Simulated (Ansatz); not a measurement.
**Does relaxation matter for the field gradients of HfO2?**

Start: a COD entry, taken as it stands.

```cif
data_HfO2
_symmetry_space_group_name_H-M 'Pbca'
_symmetry_Int_Tables_number 61
_cell_length_a 5.0598
_cell_length_b 10.0172
_cell_length_c 5.2276
_cell_angle_alpha 90.000
_cell_angle_beta 90.000
_cell_angle_gamma 90.000
loop_
_atom_site_label
_atom_site_type_symbol
_atom_site_symmetry_multiplicity
_atom_site_Wyckoff_symbol
_atom_site_fract_x
_atom_site_fract_y
_atom_site_fract_z
Hf Hf 8 c 0.7466 0.8841 0.9656
O9 O 8 c 0.8620 0.7960 0.6200
O17 O 8 c 0.5100 0.9770 0.2500
```

One atom of each set is listed.

All values are calculated (Ansatz; DFT, PBE, plane waves and PAW, scalar-relativistic, 420 eV cutoff, Γ-centred 5×3×5 k-points, Fermi–Dirac smearing 0.02 eV), not measured.

The largest force at the start is 1.3 eV/Å. Relaxing the ions at fixed cell moves them by 0.071 Å at most (atom 23, O) and 0.058 Å rms. End positions:

Hf (0.7451, 0.8845, 0.9649)
O9 (0.8705, 0.7907, 0.6240)
O17 (0.5029, 0.9764, 0.2617)

```tsv
site	moved (Å)	first shell before	first shell after	V_zz before (10²¹ V/m²)	η before
Hf	0.009	7 O at 2.06–2.21 Å	7 O at 2.04–2.22 Å	14.60	0.46
O9	0.071	3 Hf at 2.06–2.18 Å	3 Hf at 2.04–2.17 Å	-2.92	0.81
O17	0.071	4 Hf at 2.12–2.21 Å	4 Hf at 2.14–2.22 Å	-1.65	0.74
```

Problem. How do the gradients change?

Solution. 

| site | V_zz after | η after | change of V_zz |
| --- | --- | --- | --- |
| Hf | 11.47 | 0.25 | -3.13 |
| O9 | -2.85 | 0.49 | +0.07 |
| O17 | -1.49 | 0.69 | +0.16 |

The largest change of V_zz is on Hf, from 14.60 to 11.47. In per cent, |V_zz| changes by -21 on Hf, -9 to -3 on O (all sites that start above 0.5). Where |V_zz| stays above 0.1, η moves most on O9, from 0.81 to 0.49.

Without spin–orbit coupling the gradients at and beside Hf can be off by some per cent, at some sites by more.
Before: At this cell the PBE pressure is 5 GPa, so with PBE the cell would grow if it were relaxed.
After: At this cell the PBE pressure is 6 GPa, so with PBE the cell would grow if it were relaxed.
